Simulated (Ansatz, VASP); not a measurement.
BN: VASP beside Ansatz

```
CELL_PARAMETERS angstrom
-0.03615 1.78943 1.78943
1.78943 -0.03615 1.78943
1.78943 1.78943 -0.03615
ATOMIC_POSITIONS crystal
B 0.00000 0.00000 0.00000
N 0.75000 0.75000 0.75000
```

Change from the starting cell: equal xy, yz and zx shear strains of -2 %.

Alike in both runs: task single point; functional LDA; k mesh 11 × 11 × 11; occupations fermi-dirac, width 0.02 eV; no spin polarisation.

```csv
,VASP,Ansatz
version,VASP 6.6.1,Ansatz 0.2.0
potentials or method,"VASP PAW LDA potentials, release 64 (B, N), cutoff 520 eV","all-electron LAPW, scalar-relativistic"
```

```csv
,VASP,Ansatz,Ansatz less VASP
gap on the k mesh at the Fermi level (eV),4.37,4.38,+0.009
pressure (GPa),-9.5,-10.3,-0.78
largest component of the traceless stress (GPa),9.15,9.11,-0.039
rms of the force components (eV/Å),0.058,0.055,-0.0024
```

Atom by atom the forces differ by 0.002 eV/Å (rms over components). Ansatz ran all-electron here, so the differences hold the error of VASP's frozen core and of both bases.

Caveats: an odd mesh through Γ misses points on the zone boundary, where band edges often lie.
